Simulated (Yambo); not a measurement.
# InP (F-43m) in Yambo: further runs, part 2 of 2

Yambo 5.3.0. The steps go on from the part before.

### Step 5. Optical spectrum, PBE (volume scaled by 0.96)

optics2.in reads:

```
optics
chi
tddft
Chimod= "ALDA"
% BndsRnXd
 1 | 34 |
%
NGsBlkXd= 1 Ry
% LongDrXd
 0 | 1 | 0 |
%
% QpntsRXd
 1 | 1 |
%
% EnRngeXd
 0 | 30 | eV
%
% DmRngeXd
 0.05 | 0.05 | eV
%
ETStpsXd= 200
FxcGRLc= 1 Ry
VXCRLvcs= 1 Ry
```

scf.in reads:

```
&CONTROL
  calculation = 'scf'
  prefix = 'pwscf'
  outdir = './tmp'
  pseudo_dir = './pseudo'
/
&SYSTEM
  ibrav = 0
  nat = 2
  ntyp = 2
  ecutwfc = 70
  nbnd = 15
  occupations = 'smearing'
  smearing = 'fd'
  degauss = 0.00367493
  force_symmorphic = .true.
/
&ELECTRONS
  conv_thr = 4d-10
  electron_maxstep = 120
  mixing_beta = 0.5
/
ATOMIC_SPECIES
In   114.8180 49_In_13_2.5_3.1_pbe_n_v1.0.upf
P     30.9738 15_P_5_1.8_1.9_pbe_n_v1.0.upf
CELL_PARAMETERS angstrom
   0.0000000000    2.8908937935    2.8908937935
   2.8908937935    0.0000000000    2.8908937935
   2.8908937935    2.8908937935    0.0000000000
ATOMIC_POSITIONS crystal
In     0.0000000000    0.0000000000    0.0000000000
P      0.7500000000    0.7500000000    0.7500000000
K_POINTS automatic
10 10 10 0 0 0
```

nscf.in reads:

```
&CONTROL
  calculation = 'nscf'
  prefix = 'pwscf'
  outdir = './tmp'
  pseudo_dir = './pseudo'
/
&SYSTEM
  ibrav = 0
  nat = 2
  ntyp = 2
  ecutwfc = 70
  nbnd = 34
  occupations = 'fixed'
  force_symmorphic = .true.
/
&ELECTRONS
  conv_thr = 1d-08
  diago_full_acc = .true.
  diago_thr_init = 1d-06
/
ATOMIC_SPECIES
In   114.8180 49_In_13_2.5_3.1_pbe_n_v1.0.upf
P     30.9738 15_P_5_1.8_1.9_pbe_n_v1.0.upf
CELL_PARAMETERS angstrom
   0.0000000000    2.8908937935    2.8908937935
   2.8908937935    0.0000000000    2.8908937935
   2.8908937935    2.8908937935    0.0000000000
ATOMIC_POSITIONS crystal
In     0.0000000000    0.0000000000    0.0000000000
P      0.7500000000    0.7500000000    0.7500000000
K_POINTS automatic
10 10 10 0 0 0
```

Potentials or basis: SPMS 1.0 PBE.

Command:

```bash
> OMP_NUM_THREADS=1 pw.x -in scf.in > scf.out
> OMP_NUM_THREADS=1 pw.x -in nscf.in > nscf.out
> cd tmp/pwscf.save; p2y; mv SAVE ../..; cd ../..
> OMP_NUM_THREADS=1 yambo
> OMP_NUM_THREADS=1 yambo -F optics2.in -J optics2 -C optics2_out
```

Yambo's report:

```text
[... sections 02.01 to 02.04 as in the set-up run ...]

  [02.05] Energies & Occupations
  ==============================

  [X] === General ===
  [X] Electronic Temperature                        :  0.000000  0.000000 [eV K]
  [X] Bosonic    Temperature                        :  0.000000  0.000000 [eV K]
  [X] Finite Temperature mode                       : no
  [X] El. density                                   :  0.37252E+24 [cm-3]
  [X] Fermi Level                                   :  8.131336 [eV]

  [X] === Gaps and Widths ===
  [X] Conduction Band Min                           :  0.935674 [eV]
  [X] Valence Band Max                              :  0.000000 [eV]
  [X] Filled Bands                                  :   9
  [X] Empty Bands                                   :   10   34
  [X] Direct Gap                                    :  0.935674 [eV]
  [X] Direct Gap localized at k                     :  1
  [X] Indirect Gap                                  :  0.935674 [eV]
  [X] Indirect Gap between kpts                     :  1  1
  [X] Last valence band width                       :  3.043292 [eV]
  [X] 1st conduction band width                     :  3.087462 [eV]

[... 62 lines left out ...]

  [WF-Oscillators/G space/Transverse up loader] Normalization (few states)  min/max  :  0.38790E-17   1.0000

  [WR./optics2//ndb.dipoles]------------------------------------------------------
   Brillouin Zone Q/K grids (IBZ/BZ)                :    47  1000    47  1000
   RL vectors                                       :   4111 [WF]
   Fragmentation                                    : yes
   Electronic Temperature                           :  0.000000 [K]
   Bosonic    Temperature                           :  0.000000 [K]
   DIP band range                                   :    1   34
   DIP band range limits                            :   9  10
   DIP e/h energy range                             : -1.000000 -1.000000 [eV]
   RL vectors in the sum                            :   4111
   [r,Vnl] included                                 : yes
   Bands ordered                                    : yes
   Direct v evaluation                              : no
   Approach used                                    : G-space v
   Dipoles computed                                 : R V P [G-space]
   Wavefunctions                                    : Perdew, Burke & Ernzerhof(X)+Perdew, Burke & Ernzerhof(C)

  [WARNING] [r,Vnl^pseudo] included in position and velocity dipoles.

  [WARNING] In case H contains other non local terms, these are neglected

 [05] Optics
 ===========

 [xc] Functional : Perdew, Burke & Ernzerhof(X)+Perdew, Burke & Ernzerhof(C)
 [xc] LIBXC used to calculate xc functional
  PP Number of Atomic Species                      :  2
  NLCC RL compoments                               :  25821
 [X-CG] R(p) Tot o/o(of R):    8786  225000     100
```

o-optics2.eel_q1_inv_alda_dyson:

```text
# Electron Energy Loss @ Q(1):   0.00000000      1.00000000      0.00000000    [q->0 direction]
#
# [ X ] Hartree size                              :  15
# [GEN] GF Energies                               : Perdew, Burke & Ernzerhof(X)+Perdew, Burke & Ernzerhof(C)
# [GEN] Green`s Function                          : T-ordered
#
# [GEN] Gauge                                     : Length
# [GEN] [r,Vnl] included                          : yes
#
#    E[1] [eV]          Im(eel)            Re(eel)            Im(eel_o)          Re(eel_o)
#
        0.000000           0.001378          -0.090778           0.001289          -0.086294
        0.150754           0.001407          -0.090445           0.001314          -0.085995
        0.301508           0.001506          -0.089393           0.001401          -0.085052
        0.452261           0.001733          -0.087417           0.001602          -0.083283
        0.603015           0.002300          -0.083945           0.002106          -0.080179
        0.753769           0.004321          -0.077009           0.003923          -0.073974
[... 192 lines left out ...]
        29.84925           0.321684          -1.116470           0.478462          -1.036009
        30.00000           0.305566          -1.099351           0.482490          -1.021377
#
```

o-optics2.eps_q1_inv_alda_dyson:

```text
# Absorption @ Q(1):   0.00000000      1.00000000      0.00000000    [q->0 direction]
#
# [ X ] Hartree size                              :  15
# [GEN] GF Energies                               : Perdew, Burke & Ernzerhof(X)+Perdew, Burke & Ernzerhof(C)
# [GEN] Green`s Function                          : T-ordered
#
# [GEN] Gauge                                     : Length
# [GEN] [r,Vnl] included                          : yes
#
#    E[1] [eV]          Im(eps)            Re(eps)            Im(eps_o)          Re(eps_o)
#
        0.000000           0.167206           11.01329           0.173058           11.58575
        0.150754           0.171919           11.05373           0.177647           11.62588
        0.301508           0.188357           11.18341           0.193637           11.75439
        0.452261           0.226714           11.43492           0.230887           12.00282
        0.603015           0.326173           11.90361           0.327305           12.46349
        0.753769           0.726276           12.94471           0.714886           13.48030
[... 192 lines left out ...]
        29.84925           0.238287           0.827023           0.367415           0.795559
        30.00000           0.234700           0.844392           0.378124           0.800447
#
```

Run time: 1.8 min. Hardware: 1 thread of Arm Neoverse V1, shared host; peak memory 0.59 GiB.

What came out:

```yaml
Band_gap_on_the_k_mesh_mean-field_level: 0.94 eV, direct
Absorption_peak: 4.37 eV
Electronic_dielectric_constant_along_the_field: 11.01
Electronic_dielectric_constant_along_the_field_independent_particles: 11.59
Peak_of_the_energy-loss_function: 14.6 eV
```

Dielectric function (along the field direction of the input):
```csv
energy (eV),real part,imaginary part
0.30,11.18,0.19
1.21,10.39,0.51
2.26,18.25,2.67
3.32,6.80,11.36
4.37,-2.80,37.20
5.43,-6.55,9.14
6.48,-4.06,5.14
7.39,-1.66,3.48
8.44,-1.84,3.35
9.50,-2.13,2.10
10.55,-1.35,1.36
11.61,-0.84,0.94
12.66,-0.27,0.55
13.57,-0.11,0.31
14.62,0.00,0.23
15.68,0.25,0.32
16.73,0.52,0.51
17.79,0.57,0.47
18.84,0.53,0.48
19.90,0.53,0.42
```

Energy-loss function:
| energy (eV) | loss |
| --- | --- |
| 0.0 | 0.001 |
| 1.4 | 0.003 |
| 2.6 | 0.037 |
| 3.9 | 0.032 |
| 5.3 | 0.040 |
| 6.5 | 0.120 |
| 7.8 | 0.243 |
| 9.2 | 0.346 |
| 10.4 | 0.482 |
| 11.8 | 0.738 |
| 13.1 | 1.376 |
| 14.3 | 2.490 |
| 15.7 | 1.937 |
| 16.9 | 0.979 |
| 18.2 | 0.882 |
| 19.6 | 1.024 |
| 20.8 | 0.914 |
| 22.2 | 0.653 |
| 23.5 | 0.577 |
| 24.7 | 0.380 |
| 26.1 | 0.501 |
| 27.4 | 0.459 |
| 28.6 | 0.455 |
| 30.0 | 0.306 |

Caveat: the LDA kernel is used on GGA states, which is inconsistent by a few percent; these spectra lack excitons; spin-orbit coupling is left out, which moves the levels of the heavy elements.

### Step 6. Optical spectrum, PBE (volume scaled by 0.96)

optics3.in reads:

```
optics
chi
Chimod= "IP"
% BndsRnXd
 1 | 34 |
%
% LongDrXd
 1 | 0 | 0 |
%
% QpntsRXd
 1 | 1 |
%
% EnRngeXd
 0 | 20 | eV
%
% DmRngeXd
 0.3 | 0.3 | eV
%
ETStpsXd= 150
```

scf.in is that of step 5.

nscf.in is that of step 5.

Potentials or basis: SPMS 1.0 PBE.

Command:

```bash
> OMP_NUM_THREADS=1 pw.x -in scf.in > scf.out
> OMP_NUM_THREADS=1 pw.x -in nscf.in > nscf.out
> cd tmp/pwscf.save; p2y; mv SAVE ../..; cd ../..
> OMP_NUM_THREADS=1 yambo
> OMP_NUM_THREADS=1 yambo -F optics3.in -J optics3 -C optics3_out
```

Yambo's report:

```text
[... sections 02.01 to 02.04 as in the set-up run ...]

  [02.05] Energies & Occupations
  ==============================

  [X] === General ===
  [X] Electronic Temperature                        :  0.000000  0.000000 [eV K]
  [X] Bosonic    Temperature                        :  0.000000  0.000000 [eV K]
  [X] Finite Temperature mode                       : no
  [X] El. density                                   :  0.37252E+24 [cm-3]
  [X] Fermi Level                                   :  8.131336 [eV]

  [X] === Gaps and Widths ===
  [X] Conduction Band Min                           :  0.935674 [eV]
  [X] Valence Band Max                              :  0.000000 [eV]
  [X] Filled Bands                                  :   9
  [X] Empty Bands                                   :   10   34
  [X] Direct Gap                                    :  0.935674 [eV]
  [X] Direct Gap localized at k                     :  1
  [X] Indirect Gap                                  :  0.935674 [eV]
  [X] Indirect Gap between kpts                     :  1  1
  [X] Last valence band width                       :  3.043292 [eV]
[... 56 lines left out ...]
 Q [46]         [rlu]:  0.200000  0.400000 -0.300000
 Q [47]         [rlu]:  0.200000 -0.500000 -0.300000

 [04] Dipoles
 ============

  [04.01] Setup: observables and procedures
  =========================================

  [WF-Oscillators/G space/Transverse up loader] Normalization (few states)  min/max  :  0.38790E-17   1.0000

  [WR./optics3//ndb.dipoles]------------------------------------------------------
   Brillouin Zone Q/K grids (IBZ/BZ)                :    47  1000    47  1000
   RL vectors                                       :   4111 [WF]
   Fragmentation                                    : yes
   Electronic Temperature                           :  0.000000 [K]
   Bosonic    Temperature                           :  0.000000 [K]
   DIP band range                                   :    1   34
   DIP band range limits                            :   9  10
   DIP e/h energy range                             : -1.000000 -1.000000 [eV]
   RL vectors in the sum                            :   4111
   [r,Vnl] included                                 : yes
   Bands ordered                                    : yes
   Direct v evaluation                              : no
   Approach used                                    : G-space v
   Dipoles computed                                 : R V P [G-space]
   Wavefunctions                                    : Perdew, Burke & Ernzerhof(X)+Perdew, Burke & Ernzerhof(C)

  [WARNING] [r,Vnl^pseudo] included in position and velocity dipoles.

  [WARNING] In case H contains other non local terms, these are neglected

 [05] Optics
 ===========

 [X-CG] R(p) Tot o/o(of R):    8786  225000     100
```

Wall time 1.7 min (1 thread of Arm Neoverse V1, shared host); peak memory 0.26 GiB.

Results:

```
Band gap on the k mesh, mean-field level       : 0.94 eV, direct
Absorption peak                                : 4.30 eV
Electronic dielectric constant along the field : 11.44
```

Dielectric function (along the field direction of the input):
```csv
energy (eV),real part,imaginary part
0.27,11.53,1.08
1.21,11.51,2.10
2.28,13.79,5.99
3.36,10.82,9.96
4.30,5.33,18.91
5.37,-3.28,11.87
6.44,-3.73,6.33
7.52,-3.05,3.67
8.46,-2.43,2.44
9.53,-1.77,1.64
10.60,-1.23,1.05
11.68,-0.73,0.72
12.62,-0.39,0.58
13.69,-0.13,0.39
14.77,0.16,0.30
15.84,0.41,0.29
16.78,0.54,0.43
17.85,0.57,0.40
18.93,0.62,0.55
20.00,0.49,0.52
```

Caveat: independent-particle spectra lack excitons; spin-orbit coupling is left out, which moves the levels of the heavy elements. A k mesh can miss the band edges.

### Step 7. Summary

| task | potentials or basis | cell | k mesh | k mesh of the self-consistent run | broadening | kernel | top of the energy range | energy points | gap on the mesh (eV) |
| --- | --- | --- | --- | --- | --- | --- | --- | --- | --- |
| energy-loss spectrum | PseudoDojo 0.4.1 SR PBE standard | as given | 6 × 6 × 6 | 8 × 8 × 8 | 0.2 eV | Hartree (RPA with local fields) | 50 eV | 200 | 0.71 |
| optical spectrum | SPMS 1.0 PBE | volume scaled by 0.96 | 10 × 10 × 10 | 10 × 10 × 10 | 0.2 eV | none (independent particles) | 10 eV | 300 | 0.94 |
| optical spectrum | SPMS 1.0 PBE | volume scaled by 0.96 | 10 × 10 × 10 | 10 × 10 × 10 | 0.3 eV | Hartree (RPA with local fields) | 10 eV | 300 | 0.94 |
| optical spectrum | SPMS 1.0 PBE | volume scaled by 0.96 | 10 × 10 × 10 | 10 × 10 × 10 | 0.05 eV | adiabatic LDA | 30 eV | 200 | 0.94 |
| optical spectrum | SPMS 1.0 PBE | volume scaled by 0.96 | 10 × 10 × 10 | 10 × 10 × 10 | 0.3 eV | none (independent particles) | 20 eV | 150 | 0.94 |

Alike in all rows: level PBE; no spin polarisation; cutoff (eV) 952; smearing fixed.

Caveats: spin-orbit coupling is left out, which moves the levels of the heavy elements; independent-particle spectra lack excitons (some runs); these spectra lack excitons (some runs); loss spectra need finer meshes, so the fine structure isn't converged (some runs); the LDA kernel is used on GGA states, which is inconsistent by a few percent (some runs).

Absolute energies hang on the potentials; compare differences alone.

### Step 8. Against experiment

Step 2. Measured gap of InP: 1.4236 eV (direct; 1.6 K; a printed reference work, data compilation). This calculation gives 0.71 eV (-0.71 eV). Spin-orbit coupling on In is left out. The value is that of PBE on a finite k mesh, which can miss the band edges, without temperature or zero-point motion. Semilocal functionals fall short of measured gaps as a rule.
